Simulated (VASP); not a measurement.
# Al (P6_3/mmc) in VASP: a series of runs

One crystal, Al, is run at these levels: PBEsol; tasks: single point.

All numbers are computed with VASP 6.6.1; they aren't measurements. Logs are shortened: lines on timing, memory, paths and dates and some standing lists are left out, and cuts for length are marked.

## (1) The crystal as given

Symmetry: P6_3/mmc, No. 194, hexagonal system. The conventional cell has a = 2.812 Å, b = 2.812 Å, c = 4.867 Å, α = 90.00°, β = 90.00°, γ = 120.00°. Al (site symmetry -6m2) has 12 Al at 2.81 to 2.93 Å as nearest neighbours.

This isn't the form of Al at room conditions, which is fcc.

## (2) Single point, PBEsol

The input, INCAR:

```
SYSTEM = Al
ALGO     = Normal         ! electronic algorithm
EDIFF    = 1E-7           ! SCF threshold, eV
ENCUT    = 520            ! plane-wave cutoff, eV
GGA      = PS             ! functional
ISIF     = 2              ! what is computed and relaxed
ISMEAR   = 0              ! smearing method
LASPH    = .TRUE.         ! aspherical terms in the spheres
LCHARG   = .TRUE.         ! write CHGCAR
LELF     = .TRUE.         ! ELF
LREAL    = .FALSE.        ! projectors in reciprocal space
LVHAR    = .TRUE.       
LWAVE    = .FALSE.        ! write WAVECAR
NBANDS   = 10             ! bands
NELM     = 60             ! most SCF steps
PREC     = Accurate       ! precision mode
SIGMA    = 0.15           ! smearing width, eV
```

The input, KPOINTS:

```
k-points
0
G
  21 21 10
  0 0 0
```

The input, POSCAR:

```
Al
1.0
    2.8124553515      0.0000000000      0.0000000000
   -1.4062276757      2.4356577814      0.0000000000
    0.0000000000      0.0000000000      4.8668500000
Al
2
Direct
    0.6666666667      0.3333333333      0.7500000000
    0.3333333333      0.6666666667      0.2500000000
```

Potentials or basis: VASP PAW PBE potentials, release 64 (Al).

Launch:

```console
$ cat potpaw_PBE.64/Al/POTCAR > POTCAR
$ mpirun -np 1 vasp_std > vasp.out
```

OUTCAR:

```text
SYSTEM = Al
   EDIFF = 1E-7
   ENCUT = 520
   GGA = PS
   ISIF = 2
   ISMEAR = 0
   LASPH = .TRUE.
   LREAL = .FALSE.
   NELM = 60
   PREC = Accurate

 ion  position               nearest neighbor table
   1  0.667  0.333  0.750-   2 2.93   2 2.93   2 2.93   2 2.93   2 2.93   2 2.93
   2  0.333  0.667  0.250-   1 2.93   1 2.93   1 2.93   1 2.93   1 2.93   1 2.93

  LATTYP: Found a hexagonal cell.
 ALAT       =     2.8124553515
 C/A-ratio  =     1.7304630267

  Lattice vectors:

 A1 = (   2.8124553515,   0.0000000000,   0.0000000000)
 A2 = (  -1.4062276757,   2.4356577814,   0.0000000000)
 A3 = (   0.0000000000,   0.0000000000,   4.8668500000)

Analysis of symmetry for initial positions (statically):
=====================================================================
 Subroutine PRICEL returns:
 Original cell was already a primitive cell.

 Routine SETGRP: Setting up the symmetry group for a
 hexagonal supercell.

 Subroutine GETGRP returns: Found 24 space group operations
 (whereof 12 operations were pure point group operations)
 out of a pool of 24 trial point group operations.

The static configuration has the point symmetry D_3d.
 The point group associated with its full space group is D_6h.

Analysis of symmetry for dynamics (positions and initial velocities):
=====================================================================
 Subroutine PRICEL returns:
 Original cell was already a primitive cell.

 Routine SETGRP: Setting up the symmetry group for a
 hexagonal supercell.

 Subroutine GETGRP returns: Found 24 space group operations
 (whereof 12 operations were pure point group operations)
 out of a pool of 24 trial point group operations.

The dynamic configuration has the point symmetry D_3d.
 The point group associated with its full space group is D_6h.

 Subroutine INISYM returns: Found 24 space group operations
 (whereof 12 operations are pure point group operations),
 and found     1 'primitive' translations

----------------------------------------------------------------------------------------

                                     Primitive cell

  volume of cell :      33.3388

  direct lattice vectors                    reciprocal lattice vectors
     2.812455352  0.000000000  0.000000000     0.355561200  0.205283355  0.000000000
    -1.406227676  2.435657781  0.000000000     0.000000000  0.410566709  0.000000000
     0.000000000  0.000000000  4.866850000     0.000000000  0.000000000  0.205471712

  length of vectors
     2.812455352  2.812455351  4.866850000     0.410566709  0.410566709  0.205471712

  position of ions in fractional coordinates (direct lattice)
     0.666666667  0.333333333  0.750000000
     0.333333333  0.666666667  0.250000000

  ion indices of the primitive-cell ions
   primitive index   ion index
                 1           1
                 2           2

----------------------------------------------------------------------------------------

 KPOINTS: k-points

Automatic generation of k-mesh.
 Grid dimensions read from file:
 generate k-points for:   21   21   10

 Generating k-lattice:

  Cartesian coordinates                     Fractional coordinates (reciprocal lattice)
     0.016931486  0.009775398  0.000000000     0.047619048  0.000000000  0.000000000
     0.000000000  0.019550796  0.000000000     0.000000000  0.047619048  0.000000000
     0.000000000  0.000000000  0.020547171     0.000000000  0.000000000  0.100000000

  Length of vectors
     0.019550796  0.019550796  0.020547171

  Shift w.r.t. Gamma in fractional coordinates (k-lattice)
     0.000000000  0.000000000  0.000000000

 Subroutine IBZKPT returns following result:
 ===========================================

 Found    288 irreducible k-points:

 Following reciprocal coordinates:
            Coordinates               Weight
  0.000000  0.000000  0.000000      1.000000
  0.047619 -0.000000  0.000000      6.000000
  0.095238 -0.000000  0.000000      6.000000
  0.142857 -0.000000  0.000000      6.000000
  0.190476 -0.000000  0.000000      6.000000
  0.238095 -0.000000  0.000000      6.000000
[... 16 lines left out ...]
  0.142857  0.095238  0.000000     12.000000
  0.190476  0.095238  0.000000     12.000000
 [... further k-points ...]
   k-points           NKPTS =    288   k-points in BZ     NKDIM =    288   number of bands    NBANDS=     10
   number of dos      NEDOS =    301   number of ions     NIONS =      2
   total plane-waves  NPLWV =  20736
   dimension x,y,z NGX =    24 NGY =   24 NGZ =   36
   dimension x,y,z NGXF=    48 NGYF=   48 NGZF=   72
   ions per type =               2
   NGX,Y,Z   is equivalent  to a cutoff of  14.19, 14.19, 12.30 a.u.
   NGXF,Y,Z  is equivalent  to a cutoff of  28.37, 28.37, 24.59 a.u.
 SYSTEM =  Al
   PREC   = accura    normal or accurate (medium, high low for compatibility)
   ISTART =      0    job   : 0-new  1-cont  2-samecut
   ICHARG =      2    charge: 1-file 2-atom 10-const
   ISPIN  =      1    spin polarized calculation?
   LNONCOLLINEAR =      F non collinear calculations
   LSORBIT =      F    spin-orbit coupling
   LASPH  =      T    aspherical Exc in radial PAW
   ENCUT  =  520.0 eV  38.22 Ry    6.18 a.u.   5.23  5.23  9.05*2*pi/ulx,y,z
   NELM   =     60;   NELMIN=  2; NELMDL= -5     # of ELM steps
   EDIFF  = 0.1E-06   stopping-criterion for ELM
   LREAL  =      F    real-space projection
   EDIFFG = 0.1E-05   stopping-criterion for IOM
   NSW    =      0    number of steps for IOM
   IBRION =     -1    ionic relax: 0-MD 1-quasi-New 2-CG
   NFREE  =      0    steps in history (QN), initial steepest desc. (CG)
   ISIF   =      2    stress and relaxation
   ISYM   =      2    0-nonsym 1-usesym 2-fastsym
   POTIM  = 0.5000    time-step for ionic-motion
   TEBEG  =    0.0;   TEEND  =   0.0 temperature during run
   PSTRESS=    0.0 pullay stress
   NELECT =       6.0000    total number of electrons
   NUPDOWN=      -1.0000    fix difference up-down
   EMIN   =  10.00;   EMAX   =-10.00  energy-range for DOS
   EFERMI =   0.00;   METHOD = LEGACY
   ISMEAR =     0;   SIGMA  =   0.15  broadening in eV -4-tet -1-fermi 0-gaus
   EFERMI_NEDOS =   21; number of points for ismear=-14 and -15
   IALGO  =     38    algorithm
   IMIX   =      4    mixing-type and parameters
     AMIX     =   0.40;   BMIX     =  1.00
     AMIX_MAG =   1.60;   BMIX_MAG =  1.00
  volume/ion in A,a.u.               =      16.67       112.49
  Fermi-wavevector in a.u.,A,eV,Ry     =   0.924291  1.746656 11.623640  0.854313
  Thomas-Fermi vector in A             =   2.050021
   LORBIT       =      0    0 simple, 1 ext, 2 COOP (PROOUT), +10 PAW based schemes
   GGA     = PS    functional components
   LHFCALC =     F    Hartree Fock is set to
   AEXX    =    0.0000 exact exchange contribution
   IVDW    =     0    specifies the selected vdW correction
   LEPSILON=     F    determine dielectric tensor
   LRPA    =     F    only Hartree local field effects (RPA)
 non-spin polarized calculation
 Gauss-broadening in eV      SIGMA  =   0.15
  energy-cutoff  :      520.00
  volume of cell :       33.34
 maximum number of plane-waves:       918
 NGX is ok and might be reduce to    24
   NGX = 11   NGY = 11   NGZ = 19

 number of electron       6.0000000 magnetization

 Free energy of the ion-electron system (eV)
  ---------------------------------------------------
  ext. energy  EPLUGINS =         0.00000000
  ---------------------------------------------------
  free energy    TOTEN  =        -8.10909492 eV

  energy without entropy =       -8.09833086  energy(sigma->0) =       -8.10371289

 E-fermi :   7.8112     XC(G=0): -10.2191

 val. band max:        7.8087788018   @ k =   0.3333   0.0952   0.1000
 cond. band min:       7.8399063028   @ k =   0.2857   0.0952   0.0000
 fundamental gap:      0.0311275010
 Fermi energy:         7.8112136188

 k-point     1 :       0.0000    0.0000    0.0000
  band No.  band energies     occupation
      1      -3.2207      2.00000
      2       2.7827      2.00000
      3       3.0101      2.00000
      4      18.9775      0.00000
      5      19.2587      0.00000
      6      19.2587      0.00000
      7      19.4780      0.00000
      8      19.4780      0.00000
      9      20.2044      0.00000
     10      22.5504      0.00000

 k-point     2 :       0.0476   -0.0000    0.0000
  band No.  band energies     occupation
      1      -3.1642      2.00000
      2       2.8382      2.00000
      3       3.0629      2.00000
      4      17.7993      0.00000
      5      18.4010      0.00000
      6      18.9216      0.00000
      7      20.0221      0.00000
      8      20.2354      0.00000
      9      20.4260      0.00000
     10      22.6877      0.00000

 k-point     3 :       0.0952   -0.0000    0.0000
  band No.  band energies     occupation
      1      -2.9946      2.00000
      2       3.0042      2.00000
      3       3.2213      2.00000
      4      16.0161      0.00000
      5      17.5383      0.00000
      6      18.5199      0.00000
      7      19.8865      0.00000
      8      20.2929      0.00000
      9      21.5088      0.00000
     10      21.5947      0.00000

 k-point     4 :       0.1429   -0.0000    0.0000
  band No.  band energies     occupation
      1      -2.7125      2.00000
      2       3.2796      2.00000
      3       3.4852      2.00000
      4      14.2020      0.00000
      5      16.7705      0.00000
      6      17.8648      0.00000
      7      19.1511      0.00000
      8      19.7952      0.00000
      9      20.9006      0.00000
     10      21.0146      0.00000
[... 222 lines left out ...]
 k-point    22 :       0.0952    0.0952    0.0000
  band No.  band energies     occupation
      1      -2.5436      2.00000
      2       3.4440      2.00000
      3       3.6436      2.00000
      4      14.2642      0.00000
      5      14.4162      0.00000
      6      19.2227      0.00000
      7      19.2555      0.00000
      8      19.5164      0.00000
      9      20.0514      0.00000
     10      20.9358      0.00000

 k-point    23 :       0.1429    0.0952    0.0000
  band No.  band energies     occupation
      1      -2.1501      2.00000
      2       3.8248      2.00000
      3       4.0131      2.00000
      4      12.5742      0.00000
      5      13.6307      0.00000
      6      17.8506      0.00000
      7      18.1824      0.00000
      8      18.8127      0.00000
      9      19.8756      0.00000
     10      19.8815      0.00000

 k-point    24 :       0.1905    0.0952    0.0000
  band No.  band energies     occupation
      1      -1.6459      2.00000
      2       4.3075      2.00000
      3       4.4880      2.00000
      4      10.8896      0.00000
      5      12.9966      0.00000
      6      16.3866      0.00000
      7      16.6203      0.00000
      8      18.3701      0.00000
      9      19.1329      0.00000
     10      19.5114      0.00000

 [... further k-points ...]
[... 5 lines left out ...]
  --------------------------------------------------------------------------------------
  -------------------------------------------------------------------------------------
  Total       -0.0806909     -0.0806909     -0.6419085     -0.0000000     -0.0000000      0.0000000
  in kB       -3.8777975     -3.8777975    -30.8484873     -0.0000000     -0.0000000      0.0000000
  external PRESSURE =     -12.8680274 kB  Pullay stress =       0.0000000 kB

 VOLUME and BASIS-vectors are now :
 -----------------------------------------------------------------------------
  energy-cutoff  :      520.00
  volume of cell :       33.34
      direct lattice vectors                 reciprocal lattice vectors
     2.812455352  0.000000000  0.000000000     0.355561200  0.205283355  0.000000000
    -1.406227676  2.435657781  0.000000000     0.000000000  0.410566709  0.000000000
     0.000000000  0.000000000  4.866850000     0.000000000  0.000000000  0.205471712

 POSITION                                       TOTAL-FORCE (eV/Angst)
 -----------------------------------------------------------------------------------
      1.40623      0.81189      3.65014        -0.000000      0.000000      0.000000
     -0.00000      1.62377      1.21671         0.000000     -0.000000      0.000000
 -----------------------------------------------------------------------------------
    total drift:                                0.000000     -0.000000     -0.000000

  FREE ENERGIE OF THE ION-ELECTRON SYSTEM (eV)
  ---------------------------------------------------
  free  energy   TOTEN  =        -8.1090949156 eV

  energy  without entropy=       -8.0983308611  energy(sigma->0) =       -8.10371289
```

It took 27 s on 1 thread of Intel Xeon Platinum 8488C (Sapphire Rapids), shared host; peak memory 0.2 GiB.

Results:

- Free energy: -8.1091 eV
- Pressure: -1.3 GPa
- Band gap on the k mesh: none (metal or under the smearing width)

Stress tensor (GPa, compression positive):
```
-0.39  0.00  0.00
 0.00 -0.39  0.00
 0.00  0.00 -3.08
```

Caveat: the PAW data sets were made with another functional, which shifts forces and pressure a little.

## (3) Single point, PBEsol

The input, INCAR:

```
SYSTEM = Al
PREC     = Accurate       ! precision mode
ENCUT    = 520            ! plane-wave cutoff, eV
EDIFF    = 1E-7           ! SCF threshold, eV
ISMEAR   = 0              ! smearing method
SIGMA    = 0.15           ! smearing width, eV
LREAL    = .False.        ! projectors in reciprocal space
LASPH    = .True.         ! aspherical terms in the spheres
NELM     = 60             ! most SCF steps
ALGO     = Normal         ! electronic algorithm
ISIF     = 2              ! what is computed and relaxed
LWAVE    = .False.        ! write WAVECAR
LCHARG   = .False.        ! write CHGCAR
GGA      = PS             ! functional
NBANDS   = 10             ! bands
```

The input, KPOINTS:

```
regular mesh
0
Gamma
  21 21 12
  0 0 0
```

POSCAR is that of step 2.

Potentials or basis: VASP PAW PBE potentials, release 64 (Al).

Launch:

```console
$ cat potpaw_PBE.64/Al/POTCAR > POTCAR
$ mpirun -np 1 vasp_std > vasp.out
```

Wall time 30 s (1 thread of Intel Xeon Platinum 8488C (Sapphire Rapids), shared host); peak memory 0.21 GiB.

The run converged. Its results:

| Quantity | Value |
| --- | --- |
| Free energy | -8.1098 eV |
| Pressure | -1.3 GPa |
| Band gap on the k mesh | none (metal or under the smearing width) |

Stress tensor (GPa, compression positive):
```
-0.19  0.00  0.00
 0.00 -0.19  0.00
 0.00  0.00 -3.38
```

Levels at points of the mesh, in eV from the Fermi level:
```tsv
k point	band 1	band 2	band 3	band 4	band 5	band 6	band 7	band 8
(0.00, 0.00, 0.00)	-11.05	-5.05	-4.82	11.15	11.43	11.43	11.65	11.65
(0.00, 0.00, 0.50)	-9.50	-9.50	2.39	2.39	12.47	12.47	12.47	12.47
```

Caveat: the PAW data sets were made with another functional, which shifts forces and pressure a little.
